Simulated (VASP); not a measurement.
Here is a VASP 6.6.1 calculation.

Contents of INCAR:

```
PREC = Accurate
ENCUT = 520
EDIFF = 1E-6
ISMEAR = -1
SIGMA = 0.15
LREAL = Auto
LASPH = T
NELM = 80
ALGO = Fast
ISIF = 2
LWAVE = F
LCHARG = F
GGA = PS
NBANDS = 39
```

The input KPOINTS:

```
regular mesh
0
Gamma
  5 4 1
```

The input POSCAR:

```
Be18H4C
1.0
    4.5800000000      0.0000000000      0.0000000000
    3.4350000000      5.9495950000      0.0000000000
    0.0000000000      0.0000000000     16.5884300000
Be C H
18 1 4
Direct
    0.0000000000      0.0000000000      0.0602829804
    0.5000000000      0.0000000000      0.0602829804
    0.0000000420      0.3333332773      0.0602829804
    0.5000000420      0.3333332773      0.0602829804
   -0.0000000420      0.6666667227      0.0602829804
    0.4999999580      0.6666667227      0.0602829804
   -0.1671194217      0.2224704371      0.1703147314
    0.3328778213      0.2224598481      0.1703005649
   -0.1671172011      0.5558124545      0.1703688655
    0.3328612779      0.5558082525      0.1703354688
   -0.1671253101      0.8891551442      0.1703572912
    0.3328274480      0.8891939703      0.1702992990
    0.0000443881      0.0000645422      0.2803321351
    0.4999034564      0.0000818543      0.2803869926
    0.0000470585      0.3332467168      0.2803766239
    0.5001273354      0.3332561292      0.2803277345
    0.0000994537      0.6666673950      0.2805498772
    0.4999297969      0.6667087424      0.2803393088
    0.9310556510      0.6643371524      0.5094867326
    0.6835844600      0.6879985949      0.4925005561
    1.1300122464      0.5018343265      0.4864030532
    0.9612992015      0.7999862175      0.4832229451
    0.9491307450      0.6676032570      0.5754184694
```

Potentials or basis: VASP PAW PBE potentials, release 64 (Be, C, H).

Run with:

```sh
$ cat potpaw_PBE.64/Be/POTCAR potpaw_PBE.64/C/POTCAR potpaw_PBE.64/H/POTCAR > POTCAR
$ mpirun -np 1 vasp_std > vasp.out
```

**Question.** What does it give for the band gap on the k mesh?

**Answer.** None (metal or under the smearing width).

**Question.** Estimate the largest force.

**Answer.** 0.037 eV/Å.

Forces in eV/Å, atoms in the order of the input:
```
Be   0.000  0.002 -0.014
Be   0.001  0.000 -0.013
Be  -0.001 -0.001 -0.013
Be   0.002 -0.001 -0.014
Be   0.000  0.000 -0.009
Be   0.001 -0.001 -0.014
Be   0.000  0.000  0.000
Be   0.000  0.000  0.000
Be   0.000  0.000  0.000
Be   0.000  0.000  0.000
Be   0.000  0.000  0.000
Be   0.000  0.000  0.000
Be   0.000  0.000  0.012
Be   0.000  0.000  0.012
Be   0.000  0.000  0.012
Be   0.000  0.000  0.012
Be   0.000  0.000  0.012
Be   0.000  0.000  0.012
C   -0.005  0.003  0.011
H   -0.033  0.003 -0.008
H    0.013 -0.032 -0.014
H    0.018  0.026 -0.016
H    0.004  0.000  0.033
```

Caveat: the PAW data sets were made with another functional, which shifts forces and pressure a little.
